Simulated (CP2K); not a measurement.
Runs of CP2K 2026.2 on PtSe2 (Sudovikovite). It takes space group P-3m1 (No. 164, trigonal). Conventional cell: a = 3.724 Å, b = 3.724 Å, c = 5.062 Å, α = 90.00°, β = 90.00°, γ = 120.00°. Around Pt (site symmetry -3m) lie 6 Se at 2.49 Å. Around Se (site symmetry 3m) lie 3 Pt at 2.49 Å. 

```csv
task,level,potentials or basis,cell,k mesh,smearing,EPS_DEFAULT,NGRIDS,EXTRAPOLATION,optimiser,most steps,gap on the mesh (eV),pressure (GPa),largest force (eV/Å)
relaxation of cell and atoms,PBE,"POTENTIAL_UZH Pt GTH-PBE-q18, Se GTH-PBE-q6; DZVP-MOLOPT-PBE-GTH basis",relaxed,6 × 6 × 4,fermi-dirac 0.05 eV,1.0E-9,5,USE_PREV_P,BFGS,40,1.09,0.0,0.03
relaxation of cell and atoms,PBE+D3,"POTENTIAL_UZH Pt GTH-PBE-q18, Se GTH-PBE-q6; DZVP-MOLOPT-PBE-GTH basis",relaxed,6 × 6 × 4,fermi-dirac 0.05 eV,1.0E-9,5,USE_PREV_P,BFGS,40,none,0.0,0.04
band structure,PBE,"GTH_POTENTIALS Pt GTH-PBE-q18, Se GTH-PBE-q6; DZVP-MOLOPT-SR-GTH basis",as given,8 × 8 × 5,fermi-dirac 0.05 eV,1.0E-10,5,-,-,-,none,8.5,(b)
single point,PBE,"GTH_POTENTIALS Pt GTH-PBE-q18, Se GTH-PBE-q6; DZVP-MOLOPT-SR-GTH basis",as given,6 × 6 × 4,fermi-dirac 0.05 eV,1.0E-9,5,-,-,-,none,8.5,0.74
relaxation of cell and atoms,LDA,"GTH_POTENTIALS Pt GTH-PADE-q18, Se GTH-PADE-q6; DZVP-MOLOPT-PBE-GTH basis",relaxed,6 × 6 × 4,fermi-dirac 0.05 eV,1.0E-10,4,USE_PREV_P,BFGS,40,none,0.0,0.03
band structure,LDA,"GTH_POTENTIALS Pt GTH-PADE-q18, Se GTH-PADE-q6; TZVP-MOLOPT-PBE-GTH basis",as given,8 × 8 × 5,fermi-dirac 0.01 eV,1.0E-9,4,-,-,-,none,(a),0.31
band structure,r2SCAN,"POTENTIAL_UZH Pt GTH-SCAN-q18, Se GTH-SCAN-q6; TZVP-MOLOPT-SCAN-GTH basis",as given,8 × 8 × 5,fermi-dirac 0.05 eV,1.0E-10,4,-,-,-,none,6.0,0.54
band structure,PBEsol,"POTENTIAL_UZH Pt GTH-PBE-q18, Se GTH-PBE-q6; TZVP-MOLOPT-PBE-GTH basis",as given,8 × 8 × 5,fermi-dirac 0.05 eV,1.0E-9,5,-,-,-,none,4.5,0.58
```

Alike in all rows: no spin polarisation.

Task: Fill in the values left out.

Result: (a) -3.1; (b) 0.76.

Caveats: the basis of atomic orbitals isn't converged, which shifts pressures, moduli and gaps; more than 0.5 GPa of stress was left at the end, so the final cell isn't listed (some runs); spin-orbit coupling is left out, which moves the levels of the heavy elements (some runs); this functional lacks dispersion, which binds the layers, so the pressure and a relaxed spacing across them are unreliable, and here the layers came unbound (some runs); pairwise dispersion overbinds metals, which lowers pressure and volume (some runs); the potentials were made for another functional, which shifts forces and pressure (some runs).

A k mesh can miss the band edges, and the runs leave out spin-orbit coupling on Pt, Se.

A gap of «none» marks a metal or a gap under the smearing width.

Not every run made on this cell is shown here.
